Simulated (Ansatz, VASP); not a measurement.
## Two plane-wave programs on SrO

```
Sr O
1.0
     3.10287    0.00000    0.00000
     0.00000    3.10287    0.00000
     0.00000    0.00000    3.10287
Sr O
1 1
Direct
  0.00000 0.00000 0.00000
  0.50000 0.50000 0.50000
```

Alike in both runs: task single point; functional r2SCAN; k mesh 8 × 8 × 8; no spin polarisation.

|  | VASP | Ansatz |
| --- | --- | --- |
| version | VASP 6.6.1 | Ansatz 0.2.0 |
| potentials or method | VASP PAW PBE potentials, release 64 (Sr_sv, O) | plane waves, PAW |
| plane-wave cutoff (eV) | 520 | 500 |
| occupations | gaussian, width 0.01 eV | fixed |
| valence electrons in the cell | 16 | 16 |

|  | VASP | Ansatz | Ansatz less VASP |
| --- | --- | --- | --- |
| gap on the k mesh at the Fermi level (eV) | 3.24 | 3.31 | +0.063 |
| pressure (GPa) | 0.8 | 0.0 | -0.75 |

Caveats: the PAW data sets were made with another functional, which shifts forces and pressure a little (VASP). r2SCAN opens gaps a little over a GGA but as a rule still falls short of measured ones. A k mesh can miss the band edges.
